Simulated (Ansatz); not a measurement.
# Si2Mo (I4/mmm) in Ansatz: further runs

Runs on Si2Mo. Level: PBEsol. Tasks: relaxation of cell and atoms.

Program: Ansatz 0.2.0. These are calculated values, not measurements. Logs are shortened: lines on timing, memory, paths and dates and some standing lists are left out, and cuts for length are marked.

## (1) The structure

The structure is tetragonal, space group I4/mmm (No. 139). Conventional cell: a = 3.200 Å, b = 3.200 Å, c = 7.861 Å, α = 90.00°, β = 90.00°, γ = 90.00°. Mo (site symmetry 4/mmm) has 10 Si at 2.62 Å as nearest neighbours. Si (site symmetry 4mm) is surrounded by 5 Si at 2.61 to 2.63 Å and 5 Mo at 2.62 Å.

## (2) Relaxation of cell and atoms, PBEsol, target pressure 20 GPa, at which the enthalpy is minimised

input.yaml

```yaml
crystal:
  lattice:
    - [-1.6, 1.6, 3.9305]
    - [1.6, -1.6, 3.9305]
    - [1.6, 1.6, -3.9305]
  atoms:
    - { symbol: Mo, position: [0.0, 0.0, 0.0] }
    - { symbol: Si, position: [0.667, 0.667, 0.0] }
    - { symbol: Si, position: [0.333, 0.333, 0.0] }
kpoints:
  mp_grid: { grid: [12, 12, 12] }
scf:
  occupations: { method: fermi_dirac, width: 0.05 }
hamiltonian:
  xc: pbesol
  pseudopotentials: { kind: all_electron, lapw: { basis_error: 0.002 } }
output:
  forces: true
  stress: true
relax:
  f_tol: 0.01
  max_steps: 60
  cell: { p_target: 20 }
```

Potentials or basis: all-electron LAPW, scalar-relativistic.

Run with:

```console
ansatz run input.yaml --threads 2 --pin off --max-ram 8192MiB --backend cpu --events-out ev --progress --plain --runs-dir out
```

Log:

```text
Warning: RAYON_NUM_THREADS=2 ignored (pool sized by the plan → 2); use --threads N
The last accepted step is kept in <dir> (removed where the run ends without a failure and the disk answers)
LAPW: plane waves up to 7.599 Å⁻¹, error target 2.0e-3 eV per atom; small_component_spin mean_spin; Si in spheres of 1.135 Å, 12 of its electrons in bands, Dirac shells []; Mo in spheres of 1.403 Å, 24 of its electrons in bands, Dirac shells [] (how accurate: hamiltonian.pseudopotentials.lapw.basis_error, Limitations)
Engine: ansatz 0.2.0, x86_64-unknown-linux-gnu
Pseudopotentials: kind: all_electron
Pseudopotential: Mo, LAPW, valence charge 24, lapw/all_electron/scalar/gaussian/Mo, Koelling and Harmon's equation, gaussian nucleus
Pseudopotential: Si, LAPW, valence charge 12, lapw/all_electron/scalar/gaussian/Si, Koelling and Harmon's equation, gaussian nucleus
Functional definition: PBEsol
  exchange = pbesol_x
  correlation = pbesol_c
Crystal: 3 atoms, lattice volume = 40.248 Å³
Basis set: ecut = 220.00963762978367 eV, 309 PW (Γ), FFT grids on a1+a3, a2+a3, a3, exchange–correlation at level 2
Bands: 29, of which v1, the nominal top of the filled ones, is band 24 counted from 1 (23 counted from 0)
Symmetry: 16 space group operations
Space group: I4/mmm (ITA 139), of the structure as read, at distance tolerance 3.4e-5 Å
k-points: 163 of 1728
Non-local potential: Mo, projectors of the file, none
Non-local potential: Si, projectors of the file, none
Initial density: superposition of atomic densities (chi_scale 0.1, normalization cell, long waves kept (reshape's long-wave potential 0.00 eV rms))
Initial wavefunctions: plane waves of lowest kinetic energy (no species holds an atomic orbital)
Functional: x = pbesol(κ = 0.804, μ = 0.12345679012345678), c = pbesol(β = 0.046)
iter 1 solved again at ethr=2.11e-3 eV; its pass at ethr=1.00e-1 eV (dr2=1.01e0 eV) is discarded
SCF iter   1: F=—  HF=-125877.917891 eV  |F-HF|=—  |Δ(HF+E_count)|=         —  Δρ=4.64e-2  dr2=1.01e0  ethr=2.11e-3  ⟨swp⟩=2.0  Hψ=31391  notcnv=0
preconditioner: auto → Kerker (q_TF=auto, 2.810 Å⁻¹)  [metal: Δε(μ)=0.071 eV  Ē_g=8.546 eV  σ=0.050 eV  W_gap=0.31  n_scr=14 (ndim 8)  ℏωp=21.9 eV  f_vac=0.000  D(μ)=0.32/eV (n_scr^D=0)]
SCF iter   2: F=—  HF=-125877.278141 eV  |F-HF|=—  |Δ(HF+E_count)|=   6.40e-1  Δρ=2.75e-2  dr2=5.75e-1  ethr=2.11e-3  ⟨swp⟩=3.0  Hψ=14720  notcnv=0
SCF iter   3: F=—  HF=-125877.064055 eV  |F-HF|=—  |Δ(HF+E_count)|=   2.14e-1  Δρ=1.49e-2  dr2=6.97e-2  ethr=1.20e-3  ⟨swp⟩=2.0  Hψ=13211  notcnv=0
SCF iter   4: F=—  HF=-125877.038588 eV  |F-HF|=—  |Δ(HF+E_count)|=         —  Δρ=3.79e-3  dr2=9.20e-3  ethr=1.45e-4  ⟨swp⟩=2.0  Hψ=13886  notcnv=0
the basis was enlarged: its passes take 172.2 KiB over the memory plan, 2 of 2 planned eigensolver slots
SCF iter   5: F=—  HF=-125877.038265 eV  |F-HF|=—  |Δ(HF+E_count)|=   3.23e-4  Δρ=2.14e-3  dr2=3.22e-3  ethr=1.92e-5  ⟨swp⟩=2.3  Hψ=13314  notcnv=0
SCF iter   6: F=—  HF=-125877.036941 eV  |F-HF|=—  |Δ(HF+E_count)|=   1.32e-3  Δρ=1.10e-3  dr2=8.84e-4  ethr=6.70e-6  ⟨swp⟩=2.0  Hψ=13226  notcnv=0
iter 7 solved again at ethr=1.04e-7 eV; its pass at ethr=1.84e-6 eV (dr2=5.00e-5 eV) is discarded
[... 52 lines left out ...]
SCF iter   2: F=—  HF=-125876.873030 eV  |F-HF|=—  |Δ(HF+E_count)|=   1.27e-7  Δρ=1.82e-5  dr2=2.31e-7  ethr=6.10e-10  ⟨swp⟩=2.0  Hψ=13227  notcnv=0
SCF iter   3: F=—  HF=-125876.873030 eV  |F-HF|=—  |Δ(HF+E_count)|=   5.41e-8  Δρ=1.15e-5  dr2=1.18e-7  ethr=4.81e-10  ⟨swp⟩=2.0  Hψ=13219  notcnv=0
iter 4 solved again at ethr=1.53e-11 eV; its pass at ethr=2.45e-10 eV (dr2=7.34e-9 eV) is discarded
SCF iter   4: F=-125876.873030 eV  HF=-125876.873030 eV  |F-HF|=6.24e-9  |Δ(HF+E_count)|=   3.41e-8  Δρ=3.03e-6  dr2=7.30e-9  ethr=1.53e-11  ⟨swp⟩=2.0  Hψ=22981  notcnv=0
SCF 5 converged in 4 iterations: F = -125876.873030 eV  dr2 = 7.30e-9
relax step   5: F+E_penalty+E_count = -125876.87303001 eV  Δ(F+E_penalty+E_count) = -1.155e-3 eV  max|allowed force component| = 9.423e-4 eV/Å  Δτ_max = 0.0003 Å  P = +20.005 GPa  Ω = 36.840 Å³  (4 SCF iters, accepted)
iter 1 solved again at ethr=1.39e-11 eV; its pass at ethr=1.00e-1 eV (dr2=6.68e-9 eV) is discarded
SCF iter   1: F=—  HF=-125876.873034 eV  |F-HF|=—  |Δ(HF+E_count)|=         —  Δρ=3.01e-6  dr2=6.94e-9  ethr=1.39e-11  ⟨swp⟩=4.8  Hψ=29573  notcnv=0  reapply=62
SCF iter   2: F=-125876.873034 eV  HF=-125876.873034 eV  |F-HF|=1.08e-9  |Δ(HF+E_count)|=   4.17e-8  Δρ=2.09e-6  dr2=4.07e-9  ethr=1.39e-11  ⟨swp⟩=2.0  Hψ=13218  notcnv=0
SCF 6 converged in 2 iterations: F = -125876.873034 eV  dr2 = 4.07e-9
relax step   6: F+E_penalty+E_count = -125876.87303445 eV  Δ(F+E_penalty+E_count) = -4.433e-6 eV  max|allowed force component| = 9.650e-4 eV/Å  Δτ_max = 0.0000 Å  P = +20.005 GPa  Ω = 36.840 Å³  stress off target by 1.68e-2 GPa  SCF on the basis re-selected at this cell (its energy is not comparable with the rows above)  (2 SCF iters)
basis re-selected at this cell: Δ(F+E_penalty+E_count) = -4.433e-6 eV, ΔP = +0.000 GPa vs the last step (what re-selecting the basis moved, after the strain that the cell walked since its last selection, with what the two solves' SCF thresholds leave and, on support functions, any second-order correction that the steps lacked; it is no measure of the basis error at this ecutwfc). This SCF's stress stands 1.68e-2 GPa from its target on what of the cell is left free (relax.cell.stress_tol is 5.00e-2 GPa) and its largest allowed force component is 9.65e-4 eV/Å (relax.f_tol is 1.00e-2 eV/Å): within both
SCF converged after 2 iterations
Free energy (F): -125876.873034 eV
Harris-Foulkes:  -125876.873034 eV  (|F-HF|=1.08e-9)
Internal energy: -125876.870933 eV  (E = F + TS)
E sigma→0 (E₀):  -125876.871984 eV
Entropy (-TS):   -0.002101 eV (-0.700 meV/atom)
Fermi energy:    19.941765 eV
--- Per-component energies (eV) ---
  E_band       = -3232.825529
  E_kinetic    = 129918.784204
  E_xc         = -4427.185890
  E_electrostatic = -251368.469247  (all electrons and nuclei)
  E_smearing   = -0.002101  (= −TS)
  E_closure    = 0.000000  (closes the sum)
  E_atoms      = -125851.974525  (free atoms, spherical and without spin; not in F)
  Σ components = -125876.873034   (vs F -125876.873034, Δ=0.00e0)
  Basis errors (estimates in eV, not in F): energy 7.9e-4 per atom: plane waves 7.0e-4 (3.8e-4 summed), levels above the bands 3.5e-41, relativity 8.5e-9, radial functions 8.8e-5, core shells 4.8e-6; eigenvalues (radial functions only) 2.6e-6; not estimated: angular momenta, meshes, grids; target (lapw.basis_error) 2.0e-3; muffin-tin radii Si 1.102 Å, Mo 1.362 Å
--- Forces (eV/Å), atoms counted from 1 ---
  atom   1  Mo    -0.00000000     0.00000000     0.00000000
  atom   2  Si     0.00000000     0.00000000    -0.00096502
  atom   3  Si     0.00000000     0.00000000     0.00096502
  max |Σ_I F_I| component: 2.17e-19 eV/Å
--- Stress (GPa, compression-positive) ---
       19.999199       0.000000       0.000000
        0.000000      19.999199       0.000000
        0.000000       0.000000      20.016808
  P = ⅓ Tr σ = 20.0051 GPa (200.051 kbar)
--- Relaxed structure (5 steps of the walk, 5 accepted, 1 SCFs on fresh bases) ---
  F+E_penalty+E_count = -125876.87303445 eV   max|allowed force component| = 9.650e-4 eV/Å   (the final SCF, on the basis selected at the relaxed cell)
  cell:  # Å, volume = 36.8403 Å³
    - [-1.5516560894782525, 1.5516560894782525, 3.8253564044563224]
    - [1.5516560894782525, -1.5516560894782525, 3.8253564044563224]
    - [1.5516560894782525, 1.5516560894782525, -3.8253564044563224]
  atoms:
    - { symbol: Mo, position: [1.4711643777100703e-19, 1.471164377710209e-19, 1.3876789177747157e-32] }
    - { symbol: Si, position: [0.6660282961002273, 0.6660282961002273, -5.882867553746698e-33] }
    - { symbol: Si, position: [0.33397170389977265, 0.33397170389977265, -6.335692376703003e-33] }
```

It took 86 s on 2 threads of Intel Xeon Platinum 8259CL at 2.50GHz (Skylake/Cascade Lake), shared host; peak memory 0.65 GiB.

Results:

```
Free energy                                            : -125876.8730 eV
Relaxed volume                                         : 12.28 Å³/atom
Relaxed cell                                           : a = 4.410 Å, b = 4.410 Å, c = 4.410 Å, α = 138.80°, β = 138.80°, γ = 59.68°
Space group after relaxing (to 0.05 Å)                 : I4/mmm (No. 139)
Energy change on relaxing (the enthalpy is what falls) : +54.5 meV/atom
Ionic steps                                            : 6
Pressure after relaxing                                : 20.0 GPa
```

The path:
```csv
step,energy change (eV),largest force (eV/Å),volume (Å³)
1,0.0000,0.3263,40.25
2,0.4549,0.3101,35.17
3,0.1351,0.0212,37.08
4,0.1646,0.0060,36.83
5,0.1634,0.0009,36.84
6,0.1634,0.0010,36.84
```

Final structure:
```cif
data_structure
_symmetry_space_group_name_H-M 'P 1'
_symmetry_Int_Tables_number 1
_cell_length_a 4.4101
_cell_length_b 4.4101
_cell_length_c 4.4101
_cell_angle_alpha 138.800
_cell_angle_beta 138.800
_cell_angle_gamma 59.681
_cell_volume 36.84
loop_
_atom_site_label
_atom_site_type_symbol
_atom_site_fract_x
_atom_site_fract_y
_atom_site_fract_z
_atom_site_occupancy
Mo1 Mo 0.00000 0.00000 0.00000 1
Si1 Si 0.66603 0.66603 0.00000 1
Si2 Si 0.33397 0.33397 0.00000 1
```

## (3) Relaxation of cell and atoms, PBEsol, target pressure 30 GPa, at which the enthalpy is minimised

input.yaml, as its differences from that of step 2:

```diff
@@ -22,2 +22,2 @@
   max_steps: 60
-  cell: { p_target: 20 }
+  cell: { p_target: 30 }
```

Potentials or basis: all-electron LAPW, scalar-relativistic.

Run with:

```console
ansatz run input.yaml --threads 2 --pin off --max-ram 8192MiB --backend cpu --events-out ev --progress --plain --runs-dir out
```

It took 1.7 min on 2 threads of Intel Xeon Platinum 8259CL at 2.50GHz (Skylake/Cascade Lake), shared host; peak memory 0.67 GiB.

It converged, with:

- Free energy: -125876.6976 eV
- Relaxed volume: 11.90 Å³/atom
- Relaxed cell: a = 4.369 Å, b = 4.369 Å, c = 4.369 Å, α = 138.88°, β = 138.88°, γ = 59.56°
- Space group after relaxing (to 0.05 Å): I4/mmm (No. 139)
- Energy change on relaxing (the enthalpy is what falls): +113.0 meV/atom
- Ionic steps: 7
- Pressure after relaxing: 30.0 GPa

Step by step:
```
step  energy change (eV)  largest force (eV/Å)  volume (Å³)
   1              0.0000                0.3263        40.25
   2              0.4962                0.2666        34.97
   3              0.3114                0.0308        35.86
   4              0.3422                0.0279        35.69
   5              0.3387                0.0015        35.71
   6              0.3389                0.0001        35.71
   7              0.3389                0.0000        35.71
```

Final structure:
```cif
data_structure
_symmetry_space_group_name_H-M 'P 1'
_symmetry_Int_Tables_number 1
_cell_length_a 4.3690
_cell_length_b 4.3690
_cell_length_c 4.3690
_cell_angle_alpha 138.880
_cell_angle_beta 138.880
_cell_angle_gamma 59.558
_cell_volume 35.71
loop_
_atom_site_label
_atom_site_type_symbol
_atom_site_fract_x
_atom_site_fract_y
_atom_site_fract_z
_atom_site_occupancy
Mo1 Mo 0.00000 0.00000 0.00000 1
Si1 Si 0.66641 0.66641 0.00000 1
Si2 Si 0.33359 0.33359 0.00000 1
```
